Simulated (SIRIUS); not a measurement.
**Dy under changes of volume**

One of the cells (32.659 Å³/atom); the others are scaled copies at fixed shape and fractional positions:

```
Dy
1.0
    -2.01363    2.01363    2.01363
     2.01363   -2.01363    2.01363
     2.01363    2.01363   -2.01363
Dy
1
Direct
  0.00000 0.00000 0.00000
```

This isn't the form of Dy at room conditions, which is hcp.

* Program: SIRIUS 7.12.0
* Functional: PBE
* Potentials or basis: all-electron FP-LAPW
* Cutoff: 168 eV
* Basis: apw+lo standard
* k mesh: 9 × 9 × 9
* Occupations: fermi-dirac, width 0.05 eV
* Spin: collinear spin, ferromagnetic start
* Starting moments: [5.0] μB

| volume (Å³/atom) | energy over the lowest point (meV/atom) | moment (μB per cell) |
| --- | --- | --- |
| 30.097 | 0.00 | 4.59 |
| 30.738 | 244.18 | 4.38 |
| 31.378 | 244.63 | 4.39 |
| 32.659 | 251.69 | 4.39 |
| 33.299 | 257.81 | 4.40 |
| 33.939 | ? | ? |

Task: What does the run at 33.939 Å³/atom give?

Result: Energy over the lowest point 265.51 meV/atom; moment 4.40 μB per cell.

The energies don't lie on one smooth curve, so no fit is given. The run at 30.097 Å³/atom lies farthest off; its moment of 4.59 μB against 4.38 to 4.40 μB shows that it ended in another magnetic state.

Energies are extrapolated to zero smearing.

Caveats: the magnetic or orbital state may not be the lowest.
